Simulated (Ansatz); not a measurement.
# Ta2N (P-3m1) in Ansatz: further runs

The runs below take Ta2N through band structure, with r2SCAN, r2SCAN+U.

All numbers are computed with Ansatz 0.2.0; they aren't measurements. Logs are shortened: lines on timing, memory, paths and dates and some standing lists are left out, and cuts for length are marked.

## 1. The crystal as given

It takes space group P-3m1 (No. 164, trigonal). The conventional cell has a = 3.113 Å, b = 3.113 Å, c = 4.870 Å, α = 90.00°, β = 90.00°, γ = 120.00°. Ta (site symmetry 3m) is surrounded by 3 N at 2.18 Å. Around N (site symmetry -3m) lie 6 Ta at 2.18 Å.

The cell comes from a database or a generator and needn't be the stable form of this composition.

## 2. Band structure, r2SCAN

input.yaml reads:

```yaml
crystal:
  lattice:
    - [3.112861506, 0.0, 0.0]
    - [-1.556430753, 2.6958171426, 0.0]
    - [0.0, 0.0, 4.869841]
  atoms:
    - { symbol: Ta, position: [0.3333333333, 0.6666666667, 0.254711] }
    - { symbol: Ta, position: [0.6666666667, 0.3333333333, 0.745289] }
    - { symbol: "N", position: [0.0, 0.0, 0.0] }
hamiltonian:
  xc: r2scan
  pseudopotentials: { kind: paw }
kpoints:
  mp_grid: { grid: [10, 10, 6] }
  band_path:
    path:
      - [[0.0, 0.0, 0.0], [0.5, 0.0, 0.0], [0.3333333333, 0.3333333333, 0.0], [0.0, 0.0, 0.0], [0.0, 0.0, 0.5], [0.5, 0.0, 0.5], [0.3333333333, 0.3333333333, 0.5], [0.0, 0.0, 0.5]]
      - [[0.5, 0.0, 0.5], [0.5, 0.0, 0.0]]
      - [[0.3333333333, 0.3333333333, 0.0], [0.3333333333, 0.3333333333, 0.5]]
    npoints: 14
scf:
  occupations: { method: fermi_dirac, width: 0.05 }
  n_extra_bands: 7
output:
  forces: true
  stress: true
  eigenvalues: true
  fatbands: true
```

Potentials or basis: Ansatz PAW.

Command:

```sh
$ ansatz run input.yaml --threads 2 --pin off --max-ram 5632MiB --backend cpu --events-out ev --progress --plain --runs-dir out
```

Output:

```text
Warning: RAYON_NUM_THREADS=2 ignored (pool sized by the plan → 2); use --threads N
scf.n_extra_bands = 7 over 16 filled bands (N_el = 31.0): the run solves 23 bands
Engine: ansatz 0.2.0, aarch64-unknown-linux-gnu
Pseudopotentials: kind: paw
Pseudopotential: Ta, paw, valence charge 13, recommended cutoff 500 eV (meta_gga), Ta.paw.azcp
Pseudopotential: N, paw, valence charge 5, recommended cutoff 500 eV (meta_gga), N.paw.azcp
Functional definition: r2SCAN
  parameter k0 = 0.174
  parameter k1 = 0.065
  parameter a1 = 4.9479
  exchange = r2scan_x(k0 = k0, k1 = k1, a1 = a1)
  correlation = r2scan_c
Crystal: 3 atoms, lattice volume = 40.866 Å³
Basis set: ecut = 500 eV, 1085 PW (Γ), exchange–correlation on 96×96×144 points (64 copies of the dense FFT grid, shifted against one another)
Bands: 23, of which v1, the nominal top of the filled ones, is band 16 counted from 1 (15 counted from 0)
Symmetry: 12 space group operations
Space group: P-3m1 (ITA 164), of the structure as read, at distance tolerance 3.4e-5 Å
k-points: 72 of 600
Non-local potential: Ta, projectors of the file, l = 0: 3, l = 1: 2, l = 2: 2, l = 3: 1
Non-local potential: N, projectors of the file, l = 0: 2, l = 1: 2, l = 2: 1
PAW form: soft (Blöchl's): semilocal exchange-correlation on the pseudo side does not see the compensation charge
PAW frozen core: Ta, regenerated for the run's functional (the file was generated under x = pbe(κ = 0.804, μ = 0.2195149727645171), c = pbe(β = 0.06672455060314922))
PAW frozen core: N, regenerated for the run's functional (the file was generated under x = pbe(κ = 0.804, μ = 0.2195149727645171), c = pbe(β = 0.06672455060314922))
PAW one-centre angular grid: Ta, 590 points (default); XC on 160 Gauss nodes
PAW one-centre angular grid: N, 302 points (default); XC on 160 Gauss nodes
Initial density: superposition of atomic densities (neutral atoms: chi_scale 0, normalization atom), corrected by the library's trained network
Initial wavefunctions: pseudopotential atomic-orbital guess
Functional: x = r2scan, c = r2scan; τ floored in thin density (d = 2e-4 eV/Å³)
SCF iter   1: F=—  HF=-20276.097525 eV  |F-HF|=—  |Δ(HF+E_count)|=         —  Δρ=8.14e-3  dr2=1.61e-2  dr2_τ=1.42e-1  ethr=1.77e-3  ⟨swp⟩=6.0  Hψ=7997  notcnv=0  defer=1
preconditioner: auto → Kerker (q_TF=auto, 2.605 Å⁻¹)  [metal: Δε(μ)=0.006 eV  Ē_g=10.060 eV  σ=0.050 eV  W_gap=0.03  n_scr=10 (ndim 8)  ℏωp=22.5 eV  f_vac=0.000  D(μ)=1.68/eV (n_scr^D=22)]
SCF iter   2: F=—  HF=-20276.169997 eV  |F-HF|=—  |Δ(HF+E_count)|=   7.25e-2  Δρ=5.98e-3  dr2=1.14e-2  dr2_τ=5.56e-4  ethr=5.20e-5  ⟨swp⟩=2.0  Hψ=3210  notcnv=0  defer=102
SCF iter   3: F=—  HF=-20276.171882 eV  |F-HF|=—  |Δ(HF+E_count)|=   1.88e-3  Δρ=4.30e-3  dr2=7.34e-3  dr2_τ=1.61e-3  ethr=3.67e-5  ⟨swp⟩=2.0  Hψ=2520  notcnv=0  defer=102
SCF iter   4: F=—  HF=-20276.170793 eV  |F-HF|=—  |Δ(HF+E_count)|=   1.09e-3  Δρ=1.89e-3  dr2=1.47e-3  dr2_τ=1.01e-4  ethr=2.37e-5  ⟨swp⟩=1.9  Hψ=1684  notcnv=0  defer=102
SCF iter   5: F=—  HF=-20276.170576 eV  |F-HF|=—  |Δ(HF+E_count)|=   2.17e-4  Δρ=2.39e-4  dr2=2.46e-5  dr2_τ=1.19e-6  ethr=4.74e-6  ⟨swp⟩=2.0  Hψ=1959  notcnv=0  defer=102
SCF iter   6: F=—  HF=-20276.170589 eV  |F-HF|=—  |Δ(HF+E_count)|=   1.33e-5  Δρ=6.69e-5  dr2=2.09e-6  dr2_τ=1.33e-7  ethr=7.94e-8  ⟨swp⟩=2.0  Hψ=2100  notcnv=0  defer=102
SCF iter   7: F=—  HF=-20276.170589 eV  |F-HF|=—  |Δ(HF+E_count)|=   2.22e-7  Δρ=3.53e-5  dr2=5.28e-7  dr2_τ=3.25e-8  ethr=6.74e-9  ⟨swp⟩=2.0  Hψ=2019  notcnv=0  defer=102
SCF iter   8: F=-20276.170589 eV  HF=-20276.170589 eV  |F-HF|=8.18e-9  |Δ(HF+E_count)|=   5.70e-8  Δρ=8.26e-6  dr2=2.71e-8  dr2_τ=1.91e-9  ethr=3.23e-10  ⟨swp⟩=7.9  Hψ=7253  notcnv=0
SCF 1 converged in 8 iterations: F = -20276.170589 eV  dr2 = 2.71e-8
NSCF: frozen V_eff on 129 k-points
SCF converged after 8 iterations
Free energy (F): -20276.170589 eV
Harris-Foulkes:  -20276.170589 eV  (|F-HF|=8.18e-9)
Internal energy: -20276.157751 eV  (E = F + TS)
E sigma→0 (E₀):  -20276.164170 eV
Entropy (-TS):   -0.012838 eV (-4.279 meV/atom)
Fermi energy:    19.616192 eV
--- Per-component energies (eV) ---
  E_band       = -209.673280
  E_kinetic    = 866.229160
  E_local      = -1250.309706  (includes V_loc(G=0)·N_el)
  E_nonlocal   = 73.234110
  E_hartree    = 432.102780
  E_xc         = -469.432368
  E_vxc        = -529.461659  (∫ρ·V_xc dr)
  E_paw        = -16974.745287  (= ΣΔE_a)
  E_vpaw       = -260.542578  (= ΣTr[D̂ρ^β])
  E_aug_tail   = 0.000168  (compensation charges beyond the density's cutoff)
  E_vtau       = 26.971800  (kinetic-family band-sum trace: ∫τ·v_τ [+ j·A + Jᵃ·Aᵃ] dr)
  E_ewald      = -2951.694484
  E_core_change = -1.542125  (= ΣΔE_core)
  E_smearing   = -0.012838  (= −TS)
  E_closure    = -0.000000  (closes the sum)
  Σ components = -20276.170589   (vs F -20276.170589, Δ=0.00e0)
--- Forces (eV/Å), atoms counted from 1 ---
  atom   1  Ta     0.00000000     0.00000000     0.10171055
  atom   2  Ta    -0.00000000    -0.00000000    -0.10171055
  atom   3  N     -0.00000000    -0.00000000     0.00000000
  max |Σ_I F_I| component: 2.78e-17 eV/Å
--- Stress (GPa, compression-positive) ---
       -6.225498       0.000000       0.000000
        0.000000      -6.225498      -0.000000
        0.000000      -0.000000      -3.388945
  P = ⅓ Tr σ = -5.2800 GPa (-52.800 kbar)
--- Band table (eV; the first three rows and the last of 72) ---
  k-point 0: bands = ["-50.9937", "-50.9105", "-17.3939", "-16.6398", "-16.6398", "-16.5129", "-16.5129", "-16.3970", "1.0655", "10.8325", "13.2140", "13.2140", "14.2234", "18.9795", "19.4101", "19.4101", "19.7951", "19.9536", "19.9536", "20.8160", "20.8160", "24.6816", "26.5554"]
  k-point 1: bands = ["-50.9882", "-50.9160", "-17.3317", "-16.6317", "-16.6317", "-16.5211", "-16.5211", "-16.4686", "1.1190", "10.6376", "13.1668", "13.1668", "14.6116", "18.4063", "19.1133", "19.1133", "20.2004", "20.2004", "20.3901", "21.3352", "21.3352", "23.7440", "25.9239"]
  k-point 2: bands = ["-50.9732", "-50.9311", "-17.1595", "-16.6600", "-16.6100", "-16.6100", "-16.5428", "-16.5428", "1.2279", "10.3007", "13.0776", "13.0776", "15.5358", "17.5872", "18.6754", "18.6754", "21.0897", "21.1059", "21.1059", "22.0610", "22.0610", "22.3320", "24.5108"]
  k-point 71: bands = ["-50.9101", "-50.9091", "-17.2057", "-17.1882", "-17.0086", "-16.9717", "-16.5688", "-16.5664", "1.9493", "11.4547", "11.7702", "12.8493", "16.9615", "17.3446", "17.4538", "19.9068", "19.9777", "21.3488", "23.3596", "23.9945", "25.0409", "25.2721", "27.2361"]
```

Run time: 8.5 s. Hardware: 2 threads of Arm Neoverse V1, shared host; peak memory 0.44 GiB.

Results:

| Quantity | Value |
| --- | --- |
| Free energy | -20276.1706 eV |
| Pressure | -5.3 GPa |
| Largest force | 0.102 eV/Å |
| Band gap on the k mesh | none (metal or under the smearing width) |

Forces on the atoms (eV/Å):
```
Ta   0.000  0.000  0.102
Ta   0.000  0.000 -0.102
N    0.000  0.000  0.000
```

Stress tensor (GPa, compression positive):
```
-6.23  0.00  0.00
 0.00 -6.23  0.00
 0.00  0.00 -3.39
```

Levels at the corners of the path, in eV from the Fermi level:
```
point  band 14  band 15  band 16  band 17  band 18  band 19
    Γ    -0.64    -0.21    -0.21     0.18     0.34     0.34
    M    -2.93    -1.62     1.82     1.94     3.85     4.09
    K    -2.97    -2.97     1.35     1.35     3.06     3.52
    Γ    -0.64    -0.21    -0.21     0.18     0.34     0.34
    A    -2.97    -1.11    -1.11     1.80     2.07     2.39
    L    -2.47    -2.30    -0.38     0.72     3.42     3.63
    H    -2.17    -2.17     0.72     0.78     0.78     4.10
    A    -2.97    -1.11    -1.11     1.80     2.07     2.39
    L    -2.47    -2.30    -0.38     0.72     3.42     3.63
    M    -2.93    -1.62     1.82     1.94     3.85     4.09
    K    -2.97    -2.97     1.35     1.35     3.06     3.52
    H    -2.17    -2.17     0.72     0.78     0.78     4.10
```

Caveat: spin-orbit coupling is left out, which moves the levels of the heavy elements; the PAW data sets come from PBE, with cores solved anew for the run's functional, which leaves a small shift of forces and pressure.

## 3. Band structure, r2SCAN+U

Edit input.yaml of step 2 so:

```diff
@@ -12,2 +12,3 @@
   pseudopotentials: { kind: paw }
+  hubbard: { sites: [{ species: Ta, l: d, u_eff: 1.0 }] }
 kpoints:
@@ -27,2 +28,2 @@
   eigenvalues: true
-  fatbands: true
+  fatbands: false
```

Potentials or basis: Ansatz PAW.

Command:

```sh
$ ansatz run input.yaml --threads 2 --pin off --max-ram 5632MiB --backend cpu --events-out ev --progress --plain --runs-dir out
```

It took 8.7 s on 2 threads of Arm Neoverse V1, shared host; peak memory 0.5 GiB.

Results (log left out):

| Property | Result |
| --- | --- |
| Free energy | -20273.7967 eV |
| Pressure | -4.7 GPa |
| Largest force | 0.141 eV/Å |
| Band gap on the k mesh | none (metal or under the smearing width) |

Forces in eV/Å, atoms in the order of the input:
```
Ta   0.000  0.000  0.141
Ta   0.000  0.000 -0.141
N    0.000  0.000  0.000
```

Stress tensor (GPa, compression positive):
```
-5.86  0.00  0.00
 0.00 -5.86  0.00
 0.00  0.00 -2.25
```

Levels at the corners of the path, in eV from the Fermi level:
```csv
point,band 14,band 15,band 16,band 17,band 18,band 19
Γ,-0.68,-0.20,-0.20,0.13,0.36,0.36
M,-2.96,-1.65,1.80,1.94,3.81,4.10
K,-2.98,-2.98,1.34,1.34,3.08,3.49
Γ,-0.68,-0.20,-0.20,0.13,0.36,0.36
A,-3.05,-1.10,-1.10,1.75,1.99,2.41
L,-2.50,-2.34,-0.40,0.74,3.43,3.59
H,-2.18,-2.18,0.74,0.76,0.76,4.07
A,-3.05,-1.10,-1.10,1.75,1.99,2.41
L,-2.50,-2.34,-0.40,0.74,3.43,3.59
M,-2.96,-1.65,1.80,1.94,3.81,4.10
K,-2.98,-2.98,1.34,1.34,3.08,3.49
H,-2.18,-2.18,0.74,0.76,0.76,4.07
```

Eigenvalues of the final occupation matrices:
```
  site  spin  trace               eigenvalues
site 1     1   1.95  0.37 0.37 0.39 0.39 0.43
site 2     1   1.95  0.37 0.37 0.39 0.39 0.43
```

Caveat: spin-orbit coupling is left out, which moves the levels of the heavy elements; U without spin polarisation on a metal has little footing; the PAW data sets come from PBE, with cores solved anew for the run's functional, which leaves a small shift of forces and pressure.
